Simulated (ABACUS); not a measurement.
# W (Im-3m) in ABACUS: notebook

The runs below take W through single point, with PBE.

Everything below comes from runs of ABACUS 3.10.1. Logs are shortened: lines on timing, memory, paths and dates and some standing lists are left out, and cuts for length are marked.

### 1 The crystal as given

It takes space group Im-3m (No. 229, cubic). The conventional cell has a = 3.165 Å, b = 3.165 Å, c = 3.165 Å, α = 90.00°, β = 90.00°, γ = 90.00°. W (site symmetry m-3m) is surrounded by 8 W at 2.74 Å.

### 2 Single point, PBE

INPUT

```
INPUT_PARAMETERS
suffix              W
calculation         scf
basis_type          lcao
pseudo_dir          ./
orbital_dir         ./
symmetry            1
dft_functional      pbe
ecutwfc             100
pseudo_rcut         10
nspin               1
nbands              11
ks_solver           genelpa
smearing_method     fd
smearing_sigma      0.00367493
scf_thr             1e-07
scf_nmax            100
mixing_type         broyden
mixing_beta         0.7
cal_force           1
cal_stress          1
out_mul             1
```

STRU

```
ATOMIC_SPECIES
W 183.8400 W.upf

NUMERICAL_ORBITAL
W_confined-atom_7au_3s2p2d1f.orb

LATTICE_CONSTANT
1.8897261246

LATTICE_VECTORS
-1.5823450000 1.5823450000 1.5823450000
1.5823450000 -1.5823450000 1.5823450000
1.5823450000 1.5823450000 -1.5823450000

ATOMIC_POSITIONS
Direct

W
0.0
1
0.0000000000 0.0000000000 0.0000000000 1 1 1
```

KPT

```
K_POINTS
0
Gamma
12 12 12 0 0 0
```

Potentials or basis: PseudoDojo NC SR 0.4.1 PBE standard, DZP LCAO (the cutoffs set its grid).

Started as:

```console
$ OMP_NUM_THREADS=1 mpirun -np 4 abacus > log
```

running log:

```text
ABACUS v3.10.1

               Atomic-orbital Based Ab-initio Computation at UStc

 ------------------------------------------------------------------------------------

 READING GENERAL INFORMATION
                           global_out_dir = OUT.W/
                           global_in_card = INPUT
                               pseudo_dir = ./
                              orbital_dir = ./
                                    DSIZE = 4
                                    GSIZE = 1

 READING UNITCELL INFORMATION
                                    ntype = 1
                  lattice constant (Bohr) = 1.88973
              lattice constant (Angstrom) = 1

 READING ATOM TYPE 1
                               atom label = W
                      L=0, number of zeta = 3
                      L=1, number of zeta = 2
                      L=2, number of zeta = 2
                      L=3, number of zeta = 1
             number of atom for this type = 1

                        TOTAL ATOM NUMBER = 1
DIRECT COORDINATES
    atom                   x                   y                   z     mag                  vx                  vy                  vz
taud_W1            0.0000000000        0.0000000000        0.0000000000  0.0000        0.0000000000        0.0000000000        0.0000000000

                          Volume (Bohr^3) = 106.945
                             Volume (A^3) = 15.8476

 Lattice vectors: (Cartesian coordinate: in unit of a_0)
             -1.58234            +1.58234            +1.58234
             +1.58234            -1.58234            +1.58234
             +1.58234            +1.58234            -1.58234
 Reciprocal vectors: (Cartesian coordinate: in unit of 2 pi/a_0)
                   +0           +0.315987           +0.315987
            +0.315987                  +0           +0.315987
            +0.315987           +0.315987                  +0
 The esolver type has been set to : ksdft_lcao

                PAO radial cut off (Bohr) = 10

 Read in pseudopotential file is W.upf
                     pseudopotential type = NC
          exchange-correlation functional = PBE
                 nonlocal core correction = 1
                        valence electrons = 14
                                     lmax = 3
                           number of zeta = 4
                     number of projectors = 8
                           L of projector = 0
                           L of projector = 0
                           L of projector = 1
                           L of projector = 1
                           L of projector = 2
                           L of projector = 2
                           L of projector = 3
                           L of projector = 3
     initial pseudo atomic orbital number = 10

 SETUP THE ELECTRONS NUMBER
             electron number of element W = 14
       total electron number of element W = 14
            AUTOSET number of electrons:  = 14
                           occupied bands = 7
                                   NLOCAL = 26
                                   NBANDS = 11
                                   NBANDS = 11
                                   NLOCAL = 26

%%%%%%%%%%%%%%%%%%%%%%%%%%%%%%%%%%%%%%%%%%%%%%%%%%%%%%%%%%%%%%%%%%%%%%%%%%%%%%%%%%%%%%%%%%%%%%%%%%%%%%%%%%
 Warning: the number of valence electrons in pseudopotential > 6 for W: [Xe] 4f14 5d4 6s2
 Pseudopotentials with additional electrons can yield (more) accurate outcomes, but may be less efficient.
 If you're confident that your chosen pseudopotential is appropriate, you can safely ignore this warning.
%%%%%%%%%%%%%%%%%%%%%%%%%%%%%%%%%%%%%%%%%%%%%%%%%%%%%%%%%%%%%%%%%%%%%%%%%%%%%%%%%%%%%%%%%%%%%%%%%%%%%%%%%%

 SETUP THE PLANE WAVE BASIS
 energy cutoff for charge/potential (unit:Ry) = 400
            fft grid for charge/potential = [ 36, 36, 36 ]
                        fft grid division = [ 3, 3, 3 ]
        big fft grid for charge/potential = [ 12, 12, 12 ]
                                     nbxx = 432
                                     nrxx = 11664

 SETUP PLANE WAVES FOR CHARGE/POTENTIAL
                    number of plane waves = 14579
                         number of sticks = 809

 PARALLEL PW FOR CHARGE/POTENTIAL
     PROC   COLUMNS(POT)             PW
        1            203           3646
        2            202           3645
        3            202           3644
        4            202           3644
 --------------- sum -------------------
        4            809          14579
                            number of |g| = 168
                                  max |g| = 36.1448
[... 51 lines left out ...]
                                    ibrav = 3
                       right hand lattice = 1
                        ROTATION MATRICES = 48
                               nkstot_ibz = 72
K-POINTS REDUCTION ACCORDING TO SYMMETRY
     IBZ    DIRECT_X    DIRECT_Y    DIRECT_Z  WEIGHT  ibz2bz
       1  0.00000000  0.00000000  0.00000000  0.0006       0
       2 -0.08333333  0.08333333  0.00000000  0.0069       1
       3 -0.16666667  0.16666667  0.00000000  0.0069       2
       4 -0.25000000  0.25000000  0.00000000  0.0069       3
       5 -0.33333333  0.33333333  0.00000000  0.0069       4
       6 -0.41666667  0.41666667  0.00000000  0.0069       5
[... 22 lines left out ...]
      29 -0.16666667  0.16666667  0.08333333  0.0139     178
      30  0.41666667  0.25000000  0.25000000  0.0139     183
[... 42 further k points ...]

                               nkstot now = 72
[... K-POINTS DIRECT COORDINATES: 72 rows ...]

           k-point number in this process = 72
       minimum distributed K point number = 72
[... stars of the k points ...]

[... K-POINTS CARTESIAN COORDINATES: 72 rows ...]

[... K-POINTS DIRECT COORDINATES: 72 rows ...]

 SETUP PLANE WAVES FOR WAVE FUNCTIONS
     energy cutoff for wavefunc (unit:Ry) = 100
              fft grid for wave functions = [ 36, 36, 36 ]
                    number of plane waves = 3043
                         number of sticks = 281

 PARALLEL PW FOR WAVE FUNCTIONS
     PROC   COLUMNS(POT)             PW
        1             70            760
        2             70            760
        3             71            762
        4             70            761
 --------------- sum -------------------
        4            281           3043

 SET NONLOCAL PSEUDOPOTENTIAL PROJECTORS
 max number of nonlocal projetors among all species is 8

 -------------------------------------------
 SELF-CONSISTENT
 -------------------------------------------

 SETUP SEARCHING RADIUS FOR PROGRAM TO SEARCH ADJACENT ATOMS
                  longest orb rcut (Bohr) = 7
   longest nonlocal projector rcut (Bohr) = 2.06
                     search radius (Bohr) = 18.1
              searching radius is (Bohr)) = 18.1
         searching radius unit is (Bohr)) = 1.89
                         PeriodicBoundary = 1
                        Radius(unit:lat0) = 9.59
                                   glayer = [ 6, 6, 6 ]
                             glayer_minus = [ 5, 5, 5 ]

Find the coordinate range of the input atom(unit:lat0).
                                  min_tau = [ -23.7, -23.7, -23.7 ]
                                  max_tau = [ 23.7, 23.7, 23.7 ]
                                BoxNumber = [ 11, 11, 11 ]

 SETUP EXTENDED REAL SPACE GRID FOR GRID INTEGRATION
                          real space grid = [ 36, 36, 36 ]
                 big cell numbers in grid = [ 12, 12, 12 ]
             meshcell numbers in big cell = [ 3, 3, 3 ]
                        extended fft grid = [ 20, 20, 20 ]
                dimension of extened grid = [ 53, 53, 53 ]
                            UnitCellTotal = 125
              Atom number in sub-FFT-grid = 1
    Local orbitals number in sub-FFT-grid = 26
                                ParaV.nnr = 25181
                                 init_chg = atomic

 LCAO ALGORITHM --------------- ION=   1  ELEC=   1--------------------------------

 Density error is 0.0551000313159
----------------------------------------------------------
     Energy           Rydberg                 eV
----------------------------------------------------------
 E_KohnSham     -151.6951236788      -2063.9180408466
 E_Harris       -152.7655048442      -2078.4813237275
 E_Fermi        1.6834934804         22.9051038787
----------------------------------------------------------
[... 58 lines left out ...]
 Density error is 2.798697598e-08
----------------------------------------------------------
     Energy           Rydberg                 eV
----------------------------------------------------------
 E_KohnSham     -151.7000103014      -2063.9845267579
 E_KS(sigma->0) -151.6998315357      -2063.9820945252
 E_Harris       -151.7000098930      -2063.9845212017
 E_band         -6.0937240864        -82.9093696145
 E_one_elec     -15.2797376110       -207.8914954547
 E_Hartree      16.0096122015        217.8219487106
 E_xc           -33.1582294747       -451.1408564480
 E_Ewald        -119.2712978857      -1622.7692591004
 E_entropy(-TS) -0.0003575315        -0.0048644655
 E_descf        0.0000000000         0.0000000000
 E_exx          0.0000000000         0.0000000000
 E_Fermi        1.6520491803         22.4772822277
----------------------------------------------------------

 charge density convergence is achieved
 final etot is -2063.9845268 eV
 EFERMI = 22.477282228 eV

 STATE ENERGY(eV) AND OCCUPATIONS    NSPIN == 1
 1/72 kpoint (Cartesian) = 0.0000 0.0000 0.0000 (470 pws)
       1       -51.6680     0.00115741
       2       -15.2201     0.00115741
       3       -15.2201     0.00115741
       4       -15.2201     0.00115741
       5        12.9252     0.00115741
       6        21.3338     0.00115741
       7        21.3338     0.00115741
       8        21.3338     0.00115741
       9        24.8884    1.32165e-24
      10        24.8884    1.32165e-24
      11        37.1239        0.00000
[... 53 lines left out ...]
 6/72 kpoint (Cartesian) = 0.13166 -0.13166 0.0000 (462 pws)
       1       -51.5431      0.0138889
       2       -16.4262      0.0138889
       3       -15.6110      0.0138889
       4       -15.2269      0.0138889
       5        16.3034      0.0138889
       6        19.1127      0.0138889
       7        22.3596      0.0126846
       8        24.8075    7.99771e-23
       9        25.5734    1.78017e-29
      10        27.8157    5.93803e-49
      11        34.5739        0.00000

[... levels at 66 further k points ...]

 correction force for each atom along direction 1 is -1.75582e-14
 correction force for each atom along direction 2 is -2.22775e-14
 correction force for each atom along direction 3 is 9.44367e-14
------------------------------------------------------------------------------------------
 TOTAL-FORCE (eV/Angstrom)
------------------------------------------------------------------------------------------
                        W1         0.0000000000         0.0000000000         0.0000000000
------------------------------------------------------------------------------------------

----------------------------------------------------------------
 TOTAL-STRESS (KBAR)
----------------------------------------------------------------
        73.5831968679        -0.0000000000         0.0000000000
         0.0000000000        73.5831968679        -0.0000000000
         0.0000000000        -0.0000000000        73.5831968679
----------------------------------------------------------------
 TOTAL-PRESSURE: 73.583197 KBAR

 --------------------------------------------
 !FINAL_ETOT_IS -2063.9845267579266874 eV
 --------------------------------------------
```

Wall time 3.6 s (4 MPI ranks of AMD EPYC 7B13 (Zen 3), shared host); peak memory 0.36 GiB.

What came out:

| Quantity | Value |
| --- | --- |
| Free energy | -2063.9845 eV |
| Pressure | 7.4 GPa |
| Band gap on the k mesh | none (metal or under the smearing width) |

Caveat: the atomic orbitals were generated for these runs and aren't a published set; the basis of atomic orbitals isn't converged, which shifts pressures, moduli and gaps. The run has no spin-orbit coupling, so splittings on W are missing.

### 3 Single point, PBE (cell strained at random at fixed volume)

INPUT is that of step 2.

STRU

```
ATOMIC_SPECIES
W 183.8400 W.upf

NUMERICAL_ORBITAL
W_confined-atom_7au_3s2p2d1f.orb

LATTICE_CONSTANT
1.8897261246

LATTICE_VECTORS
-1.5448010000 1.6150760000 1.6310250000
1.5711460000 -1.5452470000 1.5875410000
1.5456960000 1.5461430000 -1.5611960000

ATOMIC_POSITIONS
Direct

W
0.0
1
0.0109310000 0.0077030000 0.0229730000 1 1 1
```

KPT is that of step 2.

Potentials or basis: PseudoDojo NC SR 0.4.1 PBE standard, DZP LCAO (the cutoffs set its grid).

Started as:

```console
$ OMP_NUM_THREADS=1 mpirun -np 4 abacus > log
```

Wall time 12 s (4 MPI ranks of AMD EPYC 7B13 (Zen 3), shared host); peak memory 0.48 GiB.

It converged, with:

| Quantity | Value |
| --- | --- |
| Free energy | -2063.9602 eV |
| Pressure | 7.6 GPa |
| Band gap on the k mesh | none (metal or under the smearing width) |

Stress tensor (GPa, compression positive):
```
13.34  0.64 -2.27
 0.64  7.51 -6.61
-2.27 -6.61  2.00
```

Caveat: the atomic orbitals were generated for these runs and aren't a published set; the basis of atomic orbitals isn't converged, which shifts pressures, moduli and gaps. Spin-orbit coupling is left out, which matters for the levels of W.

### 4 Single point, PBE

INPUT: that of step 3 with these lines changed.

```diff
@@ -11,3 +11,3 @@
 nspin               1
-nbands              11
+nbands              10
 ks_solver           genelpa
```

STRU

```
ATOMIC_SPECIES
W 183.8400 W.upf

NUMERICAL_ORBITAL
W_confined-atom_7au_2s1p1d.orb

LATTICE_CONSTANT
1.8897261246

LATTICE_VECTORS
-1.5823450000 1.5823450000 1.5823450000
1.5823450000 -1.5823450000 1.5823450000
1.5823450000 1.5823450000 -1.5823450000

ATOMIC_POSITIONS
Direct

W
0.0
1
0.0000000000 0.0000000000 0.0000000000 1 1 1
```

KPT is that of step 3.

Potentials or basis: PseudoDojo NC SR 0.4.1 PBE standard, SZ LCAO (the cutoffs set its grid).

Started as:

```console
$ OMP_NUM_THREADS=1 mpirun -np 4 abacus > log
```

Run time: 1.6 s. Hardware: 4 MPI ranks of AMD EPYC 7B13 (Zen 3), shared host; peak memory 0.4 GiB.

The run converged, but some of its settings lie outside the range that counts as converged, so its numbers aren't taken as properties of the crystal.

What came out:

| Quantity | Value |
| --- | --- |
| Free energy | -2062.2151 eV |
| Pressure | -1.4 GPa |
| Band gap on the k mesh | none (metal or under the smearing width) |

Caveat: the atomic orbitals were generated for these runs and aren't a published set; the basis of atomic orbitals isn't converged, which shifts pressures, moduli and gaps.
